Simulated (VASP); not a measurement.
# VASP 6.6.1 run: MgO

INCAR

```
IBRION = -1
LREAL = .FALSE.
ISMEAR = -4
ENCUT = 520
LCHARG = .FALSE.
GGA = PE
NELM = 70
NSW = 0
NBANDS = 16
PREC = Accurate
EDIFF = 1E-7
SIGMA = 0.1
ISIF = 2
LASPH = .TRUE.
LWAVE = .FALSE.
```

KPOINTS

```
KPOINTS created by Atomic Simulation Environment
0
Gamma
3 3 2
0 0 0
```

POSCAR

```
Mg O
 1.0000000000000000
     3.4840796175216102   -0.0000000000288676    0.0000000000000000
    -1.7420398087358051    3.0173014575957189    0.0000000000000000
     0.0000000000000000    0.0000000000000000    4.0840324655000000
 Mg  O
   2   2
Cartesian
  1.7420398087691389  1.0057671525126612  3.0630243491250000
  0.0000000000166668  2.0115343050541901  1.0210081163750000
  1.7420398087691389  1.0057671525126612  1.0210081163750000
  0.0000000000166668  2.0115343050541901  3.0630243491250000
```

The recommended PBE PAW datasets give the neutral cell 16 valence electrons.

Command

```
mpirun -np 1 vasp_std
```

OSZICAR

```
N       E                     dE             d eps       ncg     rms          rms(c)
DAV:   1     0.566707876507E+02    0.56671E+02   -0.72764E+03   192   0.887E+02
DAV:   2    -0.241401080815E+02   -0.80811E+02   -0.72863E+02   256   0.198E+02
DAV:   3    -0.276529306271E+02   -0.35128E+01   -0.35021E+01   256   0.415E+01
DAV:   4    -0.276672083462E+02   -0.14278E-01   -0.14278E-01   224   0.304E+00
DAV:   5    -0.276672796970E+02   -0.71351E-04   -0.71350E-04   248   0.208E-01    0.113E+01
DAV:   6    -0.236517131677E+02    0.40156E+01   -0.10296E+01   200   0.250E+01    0.346E+00
DAV:   7    -0.236054440738E+02    0.46269E-01   -0.14556E-01   192   0.304E+00    0.213E+00
DAV:   8    -0.235888739434E+02    0.16570E-01   -0.92441E-02   192   0.325E+00    0.525E-01
DAV:   9    -0.235860043971E+02    0.28695E-02   -0.80286E-03   232   0.795E-01    0.112E-01
DAV:  10    -0.235868598786E+02   -0.85548E-03   -0.85458E-04   208   0.209E-01    0.377E-02
DAV:  11    -0.235868779134E+02   -0.18035E-04   -0.29443E-05   224   0.447E-02    0.193E-02
DAV:  12    -0.235868771186E+02    0.79477E-06   -0.83597E-06   208   0.222E-02    0.545E-03
DAV:  13    -0.235868766603E+02    0.45830E-06   -0.18374E-06   240   0.104E-02    0.643E-04
DAV:  14    -0.235868766601E+02    0.19907E-09   -0.38614E-08   128   0.179E-03
   1 F= -.23586877E+02 E0= -.23586877E+02  d E =0.000000E+00
```

From OUTCAR

```
k-points           NKPTS =      6   k-points in BZ     NKDIM =      6   number of bands    NBANDS=     16

   NELECT =      16.0000    total number of electrons

   dimension x,y,z NGX =    28 NGY =   28 NGZ =   30
   dimension x,y,z NGXF=    56 NGYF=   56 NGZF=   60

  energy-cutoff  :      520.00
  volume of cell :       42.93
      direct lattice vectors                 reciprocal lattice vectors
     3.484079618 -0.000000000  0.000000000     0.287019847  0.165710986  0.000000000
    -1.742039809  3.017301458  0.000000000     0.000000000  0.331421972  0.000000000
     0.000000000  0.000000000  4.084032465     0.000000000  0.000000000  0.244856036

 k-points in reciprocal lattice and weights: KPOINTS created by Atomic Simulation Env
   0.00000000  0.00000000  0.00000000       0.056
   0.33333333  0.00000000  0.00000000       0.333
   0.33333333  0.33333333  0.00000000       0.111
   0.00000000  0.00000000  0.50000000       0.056
   0.33333333  0.00000000  0.50000000       0.333
   0.33333333  0.33333333  0.50000000       0.111

 E-fermi :   2.2095

 k-point     1 :       0.0000    0.0000    0.0000
  band No.  band energies     occupation
      1     -14.8852      2.00000
      2     -13.3847      2.00000
      3      -1.5125      2.00000
      4       0.3471      2.00000
      5       0.3471      2.00000
      6       1.3576      2.00000
      7       1.3576      2.00000
      8       2.1396      2.00000
      9       5.7210      0.00000
     10      11.9368      0.00000
     11      14.7265      0.00000
     12      14.7265      0.00000
     13      14.8276      0.00000
     14      17.8653      0.00000
     15      17.8653      0.00000
     16      18.0568      0.00000

 k-point     2 :       0.3333    0.0000    0.0000
  band No.  band energies     occupation
      1     -14.4112      2.00000
      2     -13.5404      2.00000
      3      -1.0335      2.00000
      4      -0.7380      2.00000
      5      -0.1553      2.00000
      6       0.3837      2.00000
      7       1.3236      2.00000
      8       1.6320      2.00000
      9       8.4855      0.00000
     10      11.9176      0.00000
     11      12.8683      0.00000
     12      14.2951      0.00000
     13      15.6700      0.00000
     14      15.7490      0.00000
     15      16.3615      0.00000
     16      17.2539      0.00000

 k-point     3 :       0.3333    0.3333    0.0000
  band No.  band energies     occupation
      1     -13.8935      2.00000
      2     -13.8935      2.00000
      3      -1.5862      2.00000
      4      -0.0280      2.00000
      5      -0.0280      2.00000
      6       0.3030      2.00000
      7       0.3030      2.00000
      8       1.3478      2.00000
      9       9.4506      0.00000
     10      11.3655      0.00000
     11      13.3084      0.00000
     12      13.3084      0.00000
     13      16.0175      0.00000
     14      16.7162      0.00000
     15      16.7162      0.00000
     16      18.1783      0.00000

 ...

  Total        1.5947742      1.5947742      3.2278790      0.0000000      0.0000000      0.0000000
  in kB       59.5132722     59.5132722    120.4569538      0.0000000      0.0000000      0.0000000
  external PRESSURE =      79.8278327 kB  Pullay stress =       0.0000000 kB

 POSITION                                       TOTAL-FORCE (eV/Angst)
 -----------------------------------------------------------------------------------
      1.74204      1.00577      3.06302         0.000000     -0.000000      0.000000
      0.00000      2.01153      1.02101         0.000000      0.000000      0.000000
      1.74204      1.00577      1.02101         0.000000      0.000000      0.000000
      0.00000      2.01153      3.06302        -0.000000     -0.000000      0.000000
 -----------------------------------------------------------------------------------
    total drift:                               -0.000000      0.000000     -0.000000

  FREE ENERGIE OF THE ION-ELECTRON SYSTEM (eV)
  ---------------------------------------------------
  free  energy   TOTEN  =       -23.5868766601 eV

  energy  without entropy=      -23.5868766601  energy(sigma->0) =      -23.58687666
```

It converged. Results: gap between bands v and c on the k mesh 3.58 eV; least direct gap on the k mesh 3.58 eV; pressure 8.0 GPa. Band v is the last that the valence electrons fill when counted band by band, and c is the next.

For comparison, a separate PBE run of the intended cell, on usual settings and not on those above, gives a gap of 3.59 eV on its mesh and a pressure of 8.0 GPa.

The run above took about 8.5 s on one core of a shared host (Intel Xeon Platinum 8488C) and held 0.15 GiB at most.
